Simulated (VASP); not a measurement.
InP:

```
In P
1.0
     0.00000    2.95198    2.95198
     2.95198    0.00000    2.95198
     2.95198    2.95198    0.00000
In P
1 1
Direct
  0.00000 0.00000 0.00000
  0.75000 0.75000 0.75000
```

The cell is a database's computed one.

```yaml
Program: VASP 6.6.1
Task: relaxation of cell and atoms
Functional: LDA
Potentials_or_basis: VASP PAW LDA potentials, release 64 (In_d, P)
Cutoff: 600 eV
k_mesh: 10 × 10 × 10
Occupations: gaussian, width 0.02 eV
Spin: no spin polarisation
```

At the start: pressure -2.5 GPa; volume 25.72 Å³/atom.

**Question.** Where does the relaxation end?

**Answer.** Over 3 steps the energy falls by 7.9 meV/atom and the volume is 24.76 Å³/atom (-3.8 %); space group F-43m (No. 216, to 0.05 Å).

Step by step:
```
step  energy change (eV)  largest force (eV/Å)  pressure (GPa)  volume (Å³)
   1              0.0000                0.0000           -2.52        51.45
   2             -0.0109                0.0000            1.55        48.49
   3             -0.0158                0.0000           -0.02        49.51
```

Final structure:
```yaml
crystal:
  lattice:
    - [0.00000, 2.91446, 2.91446]
    - [2.91446, 0.00000, 2.91446]
    - [2.91446, 2.91446, 0.00000]
  atoms:
    - { symbol: In, position: [0.00000, 0.00000, 0.00000] }
    - { symbol: P, position: [0.75000, 0.75000, 0.75000] }
```
